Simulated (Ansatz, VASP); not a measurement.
# Si (Silicon) in two plane-wave programs, part 2 of 2

Wanted: the spread between two codes on one cell, functional and k mesh. The structure shown comes from an earlier Ansatz run, which isn't shown and may have moved the atoms alone.

VASP 6.6.1 and Ansatz 0.2.0.

So far: Set-up; Ansatz: elastic constants, r2SCAN.

### 3. VASP: elastic constants, r2SCAN

Level of this step: r2SCAN; plane waves and PAW (Si) (VASP).

The same cell, functional, mesh and smearing now go to VASP, with its own data sets.

Lines of VASP's logs that name or quote its potential files are left out, and so is its time.

Input file INCAR:

```
SYSTEM = Si
PREC = Accurate
ENCUT = 550
EDIFF = 1E-08
NELM = 120
ISMEAR = 0
SIGMA = 0.02
LREAL = .FALSE.
ALGO = Normal
METAGGA = R2SCAN
LASPH = .TRUE.
NBANDS = 10
LORBIT = 11
LWAVE = .FALSE.
LCHARG = .FALSE.
ISIF = 3
IBRION = 6
NFREE = 2
POTIM = 0.015
NSW = 1
GGA_COMPAT = .FALSE.
EFERMI = MIDGAP
LMIXTAU = .TRUE.
KPAR = 2
```

Input file POSCAR:

```
Si
1.0
    0.0000000000      2.7221053804      2.7221053804
    2.7221053804      0.0000000000      2.7221053804
    2.7221053804      2.7221053804      0.0000000000
Si
2
Direct
    0.0000000000      0.0000000000      0.0000000000
    0.2500000000      0.2500000000      0.2500000000
```

Input file KPOINTS:

```
Automatic mesh
0
Gamma
10 10 10
0 0 0
```

PAW data sets: Si (PBE family, release 64).

On the command line:

```sh
$ mpirun -np 2 vasp_std
```

Numbers of over 12 decimals in the logs are rounded to 6 here.

Output:

```text
[banner, memory and clock lines left out]
running    2 mpi-ranks, on    1 nodes
 distrk:  each k-point on    1 cores,    2 groups
 distr:  one band on    1 cores,    1 groups

 POSCAR found type information on POSCAR Si
 POSCAR found :  1 types and       2 ions
|                                                                             |
|               ----> ADVICE to this user running VASP <----                  |
|                                                                             |
|     You enforced a specific xc type in the INCAR file but a different       |
|     [... a line on the potential file left out ...]
|     I HOPE YOU KNOW WHAT YOU ARE DOING!                                     |
|                                                                             |

 LDA part: xc-table for (None), standard interpolation
 POSCAR, INCAR and KPOINTS ok, starting setup
 FFT: planning ... GRIDC
 FFT: planning ... GRID_SOFT
 FFT: planning ... GRID
 WAVECAR not read
 entering main loop
       N       E                     dE             d eps       ncg     rms          rms(c)
DAV:   1    -0.448745770808E+00   -0.44875E+00   -0.34695E+03   940   0.667E+02
DAV:   2    -0.181612180490E+02   -0.17712E+02   -0.16948E+02  1304   0.903E+01
DAV:   3    -0.187128405234E+02   -0.55162E+00   -0.54927E+00  1190   0.135E+01
DAV:   4    -0.187169628591E+02   -0.41223E-02   -0.41217E-02  1188   0.143E+00
DAV:   5    -0.187169886108E+02   -0.25752E-04   -0.25751E-04  1136   0.105E-01    0.599E+00
DAV:   6    -0.175434925052E+02    0.11735E+01   -0.13908E-01  1046   0.246E+00    0.419E+00
DAV:   7    -0.184907551787E+02   -0.94726E+00   -0.56309E-01  1004   0.327E+00    0.849E-01
DAV:   8    -0.175402042566E+02    0.95055E+00   -0.13231E-01   996   0.214E+00    0.418E-01
DAV:   9    -0.175384755832E+02    0.17287E-02   -0.42322E-02   968   0.156E+00    0.190E-01
DAV:  10    -0.175493837328E+02   -0.10908E-01   -0.96547E-03   954   0.819E-01    0.889E-02
DAV:  11    -0.175496184922E+02   -0.23476E-03   -0.12738E-04  1146   0.989E-02    0.646E-02
DAV:  12    -0.175496214968E+02   -0.30046E-05   -0.20624E-04   972   0.143E-01    0.419E-02
DAV:  13    -0.175496457297E+02   -0.24233E-04   -0.10349E-04   950   0.112E-01    0.104E-02
DAV:  14    -0.175496520933E+02   -0.63636E-05   -0.11241E-05   990   0.311E-02    0.592E-03
DAV:  15    -0.175496535015E+02   -0.14083E-05   -0.93021E-07   996   0.112E-02    0.574E-03
DAV:  16    -0.175496529149E+02    0.58662E-06   -0.27728E-07  1050   0.387E-03    0.242E-03
DAV:  17    -0.175496530604E+02   -0.14549E-06   -0.12553E-07   978   0.377E-03    0.182E-03
DAV:  18    -0.175496530962E+02   -0.35804E-07   -0.34267E-08   958   0.229E-03    0.119E-03
DAV:  19    -0.175496530936E+02    0.25752E-08   -0.80869E-09   938   0.103E-03
   1 F= -.17549653E+02 E0= -.17549653E+02  d E =-.214330-174
[... from here on, the cycles between the ionic steps are left out ...]
   2 F= -.17544042E+02 E0= -.17544042E+02  d E =-.115690-149
   9 F= -.17546604E+02 E0= -.17546604E+02  d E =-.131078-163
  10 F= -.17546604E+02 E0= -.17546604E+02  d E =-.131448-163
  11 F= -.17546604E+02 E0= -.17546604E+02  d E =-.130131-163
  12 F= -.17546604E+02 E0= -.17546604E+02  d E =-.131484-163
  13 F= -.17546604E+02 E0= -.17546604E+02  d E =-.131118-163
  14 F= -.17548098E+02 E0= -.17548098E+02  d E =-.120042-142
 Finite differences progress:
  Degree of freedom:   7/  7
  Displacement:        1/  2
  Total:              13/ 14
 bond charge predicted
       N       E                     dE             d eps       ncg     rms          rms(c)
DAV:   1    -0.175468785082E+02    0.12197E-02   -0.13365E-01  3444   0.199E+00    0.150E-01
DAV:   2    -0.175480289003E+02   -0.11504E-02   -0.63752E-03  4112   0.541E-01    0.862E-02
DAV:   3    -0.175480363946E+02   -0.74942E-05   -0.18787E-04  3758   0.122E-01    0.111E-02
DAV:   4    -0.175480853080E+02   -0.48913E-04   -0.92256E-05  3768   0.785E-02    0.357E-03
DAV:   5    -0.175480815052E+02    0.38028E-05   -0.43395E-05  3556   0.557E-02    0.254E-03
DAV:   6    -0.175480977999E+02   -0.16295E-04   -0.17126E-05  3552   0.331E-02    0.774E-04
DAV:   7    -0.175480980849E+02   -0.28502E-06   -0.20172E-06  3764   0.110E-02    0.429E-04
DAV:   8    -0.175480982146E+02   -0.12970E-06   -0.29297E-07  3696   0.460E-03    0.131E-04
DAV:   9    -0.175480981665E+02    0.48133E-07   -0.42563E-08  3604   0.230E-03    0.522E-05
DAV:  10    -0.175480981967E+02   -0.30213E-07   -0.93942E-09  3222   0.108E-03    0.263E-05
DAV:  11    -0.175480981914E+02    0.53210E-08   -0.98496E-10  1784   0.268E-04
  15 F= -.17548098E+02 E0= -.17548098E+02  d E =-.119735-142
 Finite differences progress:
  Degree of freedom:   7/  7
  Displacement:        2/  2
  Total:              14/ 14
```

Parts of OUTCAR (step 3):

```text
ion  position               nearest neighbor table
   1  0.000  0.000  0.000-   2 2.36   2 2.36   2 2.36   2 2.36
   2  0.250  0.250  0.250-   1 2.36   1 2.36   1 2.36   1 2.36

  LATTYP: Found a face centered cubic cell.
 ALAT       =     5.4442107608

 Subroutine GETGRP returns: Found 48 space group operations
 (whereof 24 operations were pure point group operations)

The static configuration has the point symmetry T_d .
 The point group associated with its full space group is O_h .

 Found     47 irreducible k-points:

   k-points           NKPTS =     47   k-points in BZ     NKDIM =     47   number of bands    NBANDS=     10

   dimension x,y,z NGX =    30 NGY =   30 NGZ =   30
   dimension x,y,z NGXF=    60 NGYF=   60 NGZF=   60

   ENCUT  =  550.0 eV  40.42 Ry    6.36 a.u.   7.36  7.36  7.36*2*pi/ulx,y,z

   NELECT =       8.0000    total number of electrons

 k-points in reciprocal lattice and weights: Automatic mesh
   0.00000000  0.00000000  0.00000000       0.001
   0.10000000  0.00000000  0.00000000       0.008
   0.20000000  0.00000000  0.00000000       0.008
   0.30000000  0.00000000  0.00000000       0.008
   0.40000000  0.00000000  0.00000000       0.008
   0.50000000  0.00000000  0.00000000       0.004
   0.10000000  0.10000000  0.00000000       0.006
   0.20000000  0.10000000  0.00000000       0.024
   0.30000000  0.10000000  0.00000000       0.024
[...]
-0.30000000  0.40000000  0.20000000       0.024
  -0.30000000  0.50000000  0.20000000       0.012

 average (electrostatic) potential at core
       1 -86.2595       2 -86.2595

 E-fermi :   6.0960

 k-point     1 :       0.0000    0.0000    0.0000
  band No.  band energies     occupation
      1      -6.8114      2.00000
      2       5.5856      2.00000
      3       5.6628      2.00000
      4       5.7388      2.00000
      5       8.3717      0.00000
      6       8.4162      0.00000
      7       8.4624      0.00000
      8       9.5590      0.00000
      9      13.7849      0.00000
    ...

 k-point     2 :       0.1000    0.0000    0.0000
  band No.  band energies     occupation
      1      -6.6748      2.00000
      2       4.5319      2.00000
      3       5.3859      2.00000
      4       5.4817      2.00000
      5       8.4781      0.00000
      6       8.7036      0.00000
      7       8.7624      0.00000
      8      10.4521      0.00000
      9      13.4387      0.00000
    ...

 k-point     3 :       0.2000    0.0000    0.0000
  band No.  band energies     occupation
      1      -6.2717      2.00000
      2       2.5911      2.00000
      3       4.9949      2.00000
      4       5.0811      2.00000
      5       8.1753      0.00000
      6       9.2203      0.00000
      7       9.2939      0.00000
      8      12.2667      0.00000
      9      13.1344      0.00000
    ...

  Total       -0.0598222     -0.0561150     -0.0561150      0.0000000     -0.1409223      0.0000000
  in kB       -2.3758999     -2.2286638     -2.2286638      0.0000000     -5.5968738      0.0000000
  external PRESSURE =      -2.2777425 kB  Pullay stress =       0.0000000 kB

  energy-cutoff  :      550.00
  volume of cell :       40.34
      direct lattice vectors                 reciprocal lattice vectors
     0.000000000  2.722105380  2.722105380    -0.183681353  0.183681353  0.183681353
     2.722105380  0.000000000  2.722105380     0.183681353 -0.183681353  0.183681353
     2.722105380  2.722105380  0.000000000     0.183681353  0.183681353 -0.183681353

 POSITION                                       TOTAL-FORCE (eV/Angst)
 -----------------------------------------------------------------------------------
     -0.01500      0.00000      0.00000         0.207334      0.000000      0.000000
      1.36105      1.36105      1.36105        -0.207334      0.000000      0.000000
 -----------------------------------------------------------------------------------
    total drift:                               -0.000045      0.000000      0.000000

  FREE ENERGIE OF THE ION-ELECTRON SYSTEM (eV)
  ---------------------------------------------------
  free  energy   TOTEN  =       -17.5480981914 eV

  energy  without entropy=      -17.5480981914  energy(sigma->0) =      -17.54809819

  SYMMETRIZED ELASTIC MODULI (kBar)
 Direction    XX          YY          ZZ          XY          YZ          ZX
 --------------------------------------------------------------------------------
 XX        1680.3618    611.1647    611.1647     -0.0000      0.0000     -0.0000
 YY         611.1647   1680.3618    611.1647     -0.0000      0.0000      0.0000
 ZZ         611.1647    611.1647   1680.3618     -0.0000     -0.0000     -0.0000
 XY          -0.0000     -0.0000     -0.0000   1076.9440      0.0000      0.0000
 YZ           0.0000      0.0000     -0.0000      0.0000   1076.9440      0.0000
 ZX          -0.0000      0.0000     -0.0000      0.0000      0.0000   1076.9440
 --------------------------------------------------------------------------------

 Eigenvectors and eigenvalues of the dynamical matrix
 ----------------------------------------------------

   1 f  =   15.510248 THz    97.453762 2PiTHz  517.366182 cm-1    64.145202 meV
             X         Y         Z           dx          dy          dz
      0.000000  0.000000  0.000000     0.000000   -0.707107    0.000000
      1.361053  1.361053  1.361053     0.000000    0.707107    0.000000

   2 f  =   15.510248 THz    97.453762 2PiTHz  517.366182 cm-1    64.145202 meV
             X         Y         Z           dx          dy          dz
      0.000000  0.000000  0.000000    -0.707107    0.000000    0.000000
      1.361053  1.361053  1.361053     0.707107    0.000000    0.000000

   3 f  =   15.510248 THz    97.453762 2PiTHz  517.366182 cm-1    64.145202 meV
             X         Y         Z           dx          dy          dz
      0.000000  0.000000  0.000000     0.000000    0.000000   -0.707107
      1.361053  1.361053  1.361053     0.000000    0.000000    0.707107

   4 f  =    0.000000 THz     0.000000 2PiTHz    0.000000 cm-1     0.000000 meV
             X         Y         Z           dx          dy          dz
      0.000000  0.000000  0.000000     0.707107    0.000000    0.000000
      1.361053  1.361053  1.361053     0.707107    0.000000    0.000000

   5 f  =    0.000000 THz     0.000000 2PiTHz    0.000000 cm-1     0.000000 meV
             X         Y         Z           dx          dy          dz
      0.000000  0.000000  0.000000     0.000000    0.707107    0.000000
      1.361053  1.361053  1.361053     0.000000    0.707107    0.000000

   6 f  =    0.000000 THz     0.000000 2PiTHz    0.000000 cm-1     0.000000 meV
             X         Y         Z           dx          dy          dz
      0.000000  0.000000  0.000000     0.000000    0.000000    0.707107
      1.361053  1.361053  1.361053     0.000000    0.000000    0.707107

 ELASTIC MODULI CONTR FROM IONIC RELAXATION (kBar)
 Direction    XX          YY          ZZ          XY          YZ          ZX
 --------------------------------------------------------------------------------
 XX          -0.0000      0.0000      0.0000      0.0000     -0.0000      0.0000
 YY           0.0000     -0.0000      0.0000      0.0000      0.0000      0.0000
 ZZ           0.0000      0.0000     -0.0000     -0.0000      0.0000      0.0000
 XY           0.0000      0.0000     -0.0000   -253.5917      0.0000      0.0000
 YZ          -0.0000      0.0000      0.0000      0.0000   -253.5917      0.0000
 ZX           0.0000      0.0000      0.0000      0.0000      0.0000   -253.5917
 --------------------------------------------------------------------------------

 TOTAL ELASTIC MODULI (kBar)
 Direction    XX          YY          ZZ          XY          YZ          ZX
 --------------------------------------------------------------------------------
 XX        1680.3618    611.1647    611.1647     -0.0000      0.0000     -0.0000
 YY         611.1647   1680.3618    611.1647     -0.0000      0.0000      0.0000
 ZZ         611.1647    611.1647   1680.3618     -0.0000     -0.0000     -0.0000
 XY          -0.0000     -0.0000     -0.0000    823.3523      0.0000      0.0000
 YZ           0.0000      0.0000     -0.0000      0.0000    823.3523      0.0000
 ZX          -0.0000      0.0000     -0.0000      0.0000      0.0000    823.3523
 --------------------------------------------------------------------------------

 total charge
# of ion       s       p       d       tot
------------------------------------------
    1        0.745   0.960   0.000   1.705
    2        0.745   0.960   0.000   1.705
--------------------------------------------------
tot          1.489   1.920   0.000   3.410

[... 3 further parts left out ...]
```

Levels, forces or a CONTCAR printed for this step are those of its last displaced cell, not of the structure at rest.

### 4. Side by side

Known differences besides the potentials themselves: VASP keeps PBE cores, Ansatz makes them for the functional; the cutoff is 500 eV in Ansatz and 550 eV in VASP; VASP takes each elastic constant from one size of strain, Ansatz from those that its log lists. Total energies have different zeros and are not compared.

The two programs side by side:

| quantity | Ansatz | VASP | difference |
| --- | --- | --- | --- |
| C11 (GPa) | 167.9 | 168.0 | -0.10 % |
| C22 (GPa) | 167.9 | 168.0 | -0.10 % |
| C33 (GPa) | 167.9 | 168.0 | -0.10 % |
| C12 (GPa) | 61.6 | 61.1 | +0.72 % |
| C13 (GPa) | 61.6 | 61.1 | +0.72 % |
| C23 (GPa) | 61.6 | 61.1 | +0.72 % |
| C44 (GPa) | 81.4 | 82.3 | -1.17 % |
| C55 (GPa) | 81.4 | 82.3 | -1.17 % |
| C66 (GPa) | 81.4 | 82.3 | -1.17 % |

### 5. Results

- difference in C44 (elastic constants, r2SCAN): -1.2 %

**Reading.** The difference in C44 is -1.2 % (elastic constants, r2SCAN), within the 5 % picked in this series as the mark of a large difference. Such differences can come from data sets, numerical settings and the points named under the comparisons, not from the functional's error against experiment.

[Lines on the potential files, build, host, timing and source positions are cut from VASP's logs without a mark.]

[Logs are printed without paths, hosts, clocks, repeated set-up lines and the standing remarks that a program may print on its own settings, such as how far it seeks lower states.]

[Hosts, paths, dates, database ids (printed as entryN), source tags and the programs' standing remarks are cut or masked in the printed files.]
